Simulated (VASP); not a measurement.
Crystal: Zr.

```
Zr
1.0
    -1.79085    1.79085    1.79085
     1.79085   -1.79085    1.79085
     1.79085    1.79085   -1.79085
Zr
1
Direct
  0.00000 0.00000 0.00000
```

This isn't the form of Zr at room conditions, which is hcp.

```yaml
Program: VASP 6.6.1
Task: relaxation of cell and atoms
Functional: PBEsol
Potentials_or_basis: VASP PAW PBE potentials, release 64 (Zr_sv)
Cutoff: 600 eV
k_mesh: 16 × 16 × 16
Occupations: gaussian, width 0.1 eV
Spin: no spin polarisation
```

At the start: pressure -4.3 GPa; volume 22.97 Å³/atom.

Problem. How do energy, volume and symmetry change on relaxing?

Solution. Over 3 steps the energy falls by 15.7 meV/atom and the volume is 21.86 Å³/atom (-4.9 %); space group Im-3m (No. 229, to 0.05 Å).

Step by step:
```
step  energy change (eV)  largest force (eV/Å)  pressure (GPa)  volume (Å³)
   1              0.0000                0.0000           -4.32        22.97
   2             -0.0050                0.0000            4.01        20.97
   3             -0.0157                0.0000           -0.01        21.86
```

Final structure:
```cif
data_structure
_symmetry_space_group_name_H-M 'P 1'
_symmetry_Int_Tables_number 1
_cell_length_a 3.0507
_cell_length_b 3.0507
_cell_length_c 3.0507
_cell_angle_alpha 109.471
_cell_angle_beta 109.471
_cell_angle_gamma 109.471
_cell_volume 21.86
loop_
_atom_site_label
_atom_site_type_symbol
_atom_site_fract_x
_atom_site_fract_y
_atom_site_fract_z
_atom_site_occupancy
Zr1 Zr 0.00000 0.00000 0.00000 1
```

Caveat: the PAW data sets were made with another functional, which shifts forces and pressure a little.
